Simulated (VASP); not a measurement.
The system is CO2.

```xyz
6
Lattice="-1.9747 1.9747 3.0141 1.9747 -1.9747 3.0141 1.9747 1.9747 -3.0141" Properties=species:S:1:pos:R:3 pbc="T T T"
O     1.3223    0.9874    3.7676
O     0.6525    0.9874    0.7535
O     2.9621    0.6525   -0.7535
O    -0.9874    1.3223    2.2605
C     0.0000    0.0000    0.0000
C     0.0000    1.9747    1.5070
```

The cell comes from a database or a generator and needn't be the stable form of this composition.

- Program: VASP 6.6.1
- Task: single point
- Functional: PBEsol
- Potentials or basis: VASP PAW PBE potentials, release 64 (O, C)
- Cutoff: 520 eV
- k mesh: 9 × 9 × 9
- Occupations: fermi-dirac, width 0.05 eV
- Spin: no spin polarisation

On this cell: pressure -4.9 GPa; largest force 0.121 eV/Å; band gap on the k mesh 7.53 eV, indirect (least direct gap 8.00 eV).

The same run follows on a disturbed copy (atoms moved at random, drawn with an rms of 0.05 Å):

```
O C
1.0
    -1.97473    1.97473    3.01406
     1.97473   -1.97473    3.01406
     1.97473    1.97473   -3.01406
O C
4 2
Direct
  0.88054 0.97488 0.58712
  0.37704 0.29369 0.41978
  0.04505 0.62253 0.91223
  0.69713 0.12298 0.09225
  0.01305 0.00567 0.00484
  0.73942 0.25409 0.49068
```

Problem. What does the disturbed cell give?

Solution. The energy moves by +43.3 meV/atom; pressure -2.5 GPa; largest force 3.376 eV/Å; band gap on the k mesh 7.16 eV, indirect (least direct gap 7.42 eV).

Forces in eV/Å, atoms in the order of the input:
```
O    0.163  1.439 -1.773
O    0.538 -0.734 -0.683
O    1.415 -0.805  0.952
O   -2.323 -0.661  2.359
C   -0.084 -0.952 -1.021
C    0.290  1.713  0.166
```

Stress tensor (GPa, compression positive):
```
-1.79  2.78  0.41
 2.78 -1.70 -0.50
 0.41 -0.50 -4.11
```

Caveats: the PAW data sets were made with another functional, which shifts forces and pressure a little; an odd mesh through Γ misses points on the zone boundary, where band edges often lie.
